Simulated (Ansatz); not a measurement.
Runs of Ansatz 0.2.0 on Pt. It takes space group Fm-3m (No. 225, cubic). Conventional cell: a = 3.922 Å, b = 3.922 Å, c = 3.922 Å, α = 90.00°, β = 90.00°, γ = 90.00°. Pt (site symmetry m-3m) has 12 Pt at 2.77 Å as nearest neighbours. 

| task | level | cell | cutoff (eV) | smearing | gap on the mesh (eV) | pressure (GPa) | relaxed volume (Å³/atom) |
| --- | --- | --- | --- | --- | --- | --- | --- |
| single point | PBE | as given | 270 | gaussian 0.025 eV | none | 10.2 | - |
| relaxation of cell and atoms | RPBE | relaxed | - | fermi-dirac 0.05 eV | - | 0.0 | (a) |
| single point | PBE | as given | 270 | gaussian 0.023 eV | none | 10.2 | - |
| relaxation of cell and atoms | BLYP | relaxed | - | fermi-dirac 0.05 eV | - | 0.0 | 16.64 |
| single point | PBE | as given | 270 | gaussian 0.013 eV | none | 10.2 | - |

Alike in all rows: potentials or basis all-electron LAPW, scalar-relativistic; no spin polarisation; k mesh 12 × 12 × 12; basis error allowed 0.001 eV/atom.

**Question.** Fill in the values left out.

**Answer.** (a) 15.92.

Caveats: the volume moved by +10 % from the deposited cell, more than functionals usually miss (some runs).

A k mesh can miss the band edges, and the runs leave out spin-orbit coupling on Pt.

A gap of «none» marks a metal or a gap under the smearing width.
